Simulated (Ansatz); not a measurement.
Ideal shear of a crystal plane in SnO2

Method: DFT r2SCAN, scalar-relativistic, plane waves, PAW in Ansatz. Cutoff 500 eV, Γ-centred 8×6×3 k-points, Gaussian smearing of 0.05 eV. No spin polarisation. Energies are free energies at this smearing, counted from the undisturbed cell; pressure is positive in compression.

Zero of the scan (relaxed at this level):

```yaml
crystal:
  lattice:
    - [0.00000, 0.00000, -3.20071]
    - [-4.75982, 0.00000, 0.00000]
    - [0.00000, 9.52012, 0.00000]
  atoms:
    - { symbol: Sn, position: [0.50000, 0.50000, 0.20150] }
    - { symbol: Sn, position: [0.50000, 0.50000, 0.70150] }
    - { symbol: Sn, position: [0.00000, 0.00000, 0.45150] }
    - { symbol: Sn, position: [0.00000, 0.00000, 0.95150] }
    - { symbol: O, position: [0.00000, 0.69414, 0.10448] }
    - { symbol: O, position: [0.00000, 0.69414, 0.60448] }
    - { symbol: O, position: [0.50000, 0.19414, 0.04852] }
    - { symbol: O, position: [0.50000, 0.19414, 0.54852] }
    - { symbol: O, position: [0.50000, 0.80586, 0.35448] }
    - { symbol: O, position: [0.50000, 0.80586, 0.85448] }
    - { symbol: O, position: [0.00000, 0.30586, 0.29852] }
    - { symbol: O, position: [0.00000, 0.30586, 0.79852] }
```

The cut lies on the cell's a–b face, a (0 1 0) plane (indices in the standard cell, whose axes needn't be the Cartesian ones shown) of area 15.23 Å², between layers 0.92 Å apart. Vector c is tilted by f times 0·a + 1·b (length 4.760 Å) with the atoms' Cartesian places fixed: one unrelaxed fault a cell. The traction is dγ/du, the slope of γ against the slip u in Å.

```
     f  γ (mJ/m²) traction (GPa)
0.0000          0             0.0
0.1667       5147           126.7
0.3333      12157           -13.1
0.5000       6960           -57.0
0.6667       4720           -14.1
0.8333       2667           -43.3
```

Q: Read off the first barrier and the stress needed to climb it, and compare with Frenkel's sinusoid.

A: The traction changes sign between f = 0.167 and 0.333, so by linear interpolation the first maximum lies at f = 0.318, a slip of 1.51 Å, with γ ≈ 12157 mJ/m², which stands in for the unstable fault energy γ_us, and the steepest sampled slope before it is 126.7 GPa. A sinusoid γ = γ_us sin²(πu/λ) with its maximum there has λ = 3.02 Å and a largest slope πγ_us/λ = 126.3 GPa (1 mJ/m² per Å = 0.01 GPa).

Q: Is there a metastable fault on this line?

A: Apart from points where γ returns to about zero, no local minimum shows among the samples, so at this sampling the line offers no fault for a dislocation to split on; a fault can still lie off the line.

The cut is rigid; relaxing the faces lowers these energies and usually the stresses.

The gap closes along the scan, which can put kinks into the curve.

Cost: 6 runs of about 4.6 core-minutes in all, on Intel Xeon 6975P-C (Granite Rapids) (shared hosts).